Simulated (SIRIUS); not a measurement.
## RbCl under changes of volume

One of the cells (35.796 Å³/atom); the others are scaled copies at fixed shape and fractional positions:

```
Rb Cl
1.0
     0.00000    3.29568    3.29568
     3.29568    0.00000    3.29568
     3.29568    3.29568    0.00000
Rb Cl
1 1
Direct
  0.00000 0.00000 0.00000
  0.50000 0.50000 0.50000
```

- Program: SIRIUS 7.12.0
- Functional: PBEsol
- Potentials or basis: all-electron FP-LAPW
- Cutoff: 158 eV
- Basis: apw+lo standard
- k mesh: 7 × 7 × 7
- Occupations: fermi-dirac, width 0.05 eV
- Spin: no spin polarisation

```csv
volume (Å³/atom),energy over the lowest point (meV/atom),gap on the mesh (eV)
32.989,6.20,5.09
33.690,2.19,5.02
34.392,0.00,4.96
35.796,0.33,4.84
36.498,2.33,4.78
37.200,?,?
```

Q: What does the run at 37.200 Å³/atom give?

A: Energy over the lowest point 5.60 meV/atom; gap on the mesh 4.73 eV.

Worked out: A Birch-Murnaghan fit of order 3 (a polynomial in V^(-2/3)) to the other rows has its minimum at 35.00 Å³/atom with B0 = V·E''(V) = 16.0 GPa and B' = 6.9. It gives 5.34 meV/atom at 37.200 Å³/atom, against the run's 5.60. A straight line through the other rows of the gap, of slope -3.04 eV per unit of ln V (its deformation potential), extrapolates to 4.72 eV, against the run's 4.73.

Energies are extrapolated to zero smearing.

Caveats: an odd mesh through Γ misses points on the zone boundary, where band edges often lie (some runs). Spin-orbit coupling on Rb is left out.
